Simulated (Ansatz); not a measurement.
**A strain series on WSe2 (P-6m2): isotropic on every length**

WSe2 (P-6m2) from a database of computed structures, relaxed with r2SCAN+rVV10 in the plane-wave code Ansatz, then strained (isotropic on every length; changes of length per length, axes as in the cell below) with the atoms relaxed again within the symmetry that is left. It is hexagonal, P-6m2 (No. 187); a = 3.297 Å, c = 7.184 Å in the conventional setting, 22.55 Å³ an atom. W is surrounded by 6 Se at 2.53 Å; Se is surrounded by 3 W at 2.53 Å. The values are computed, spin-unpolarised, and not measurements.

```
W Se
1.0
     3.29721    0.00000    0.00000
    -1.64861    2.85547    0.00000
     0.00000    0.00000    7.18427
W Se
1 2
Direct
  0.00000 0.00000 0.00000
  0.33333 0.66667 0.23192
  0.33333 0.66667 0.76808
```

Gaps are the least over each mesh (PBE 12×12×4, r2SCAN 12×12×4, HSE06 6×6×4 when unstrained) and the special points, which keep their unstrained names.

```csv
strain (%),"gap, PBE (eV)","gap, r2SCAN (eV)","gap, HSE06 (eV)","edges, HSE06"
-4.11,1.020,1.172,1.525,H → Γ–K (0.54)
0.0,1.367,1.487,1.889,A → Γ–K (0.53)
+0.4,1.371,1.491,1.894,A → Γ–K (0.53)
+5.19,0.655,0.725,1.040,A → K
```

Between zero and the nearest strains the slope of the HSE06 gap against strain is +0.088 eV per percent for negative and +0.013 for positive strain.

No spin-orbit coupling is included; it can move band edges with weight on the heavy atoms by tenths of an eV.

Where an edge lies off the special points, it is a point of the mesh or the k point where a search put PBE's edge or least direct gap, reused for the other functionals, whose own edges may lie a little apart.

The meshes of the hybrids are coarse, so their gaps aren't converged to the digits shown.
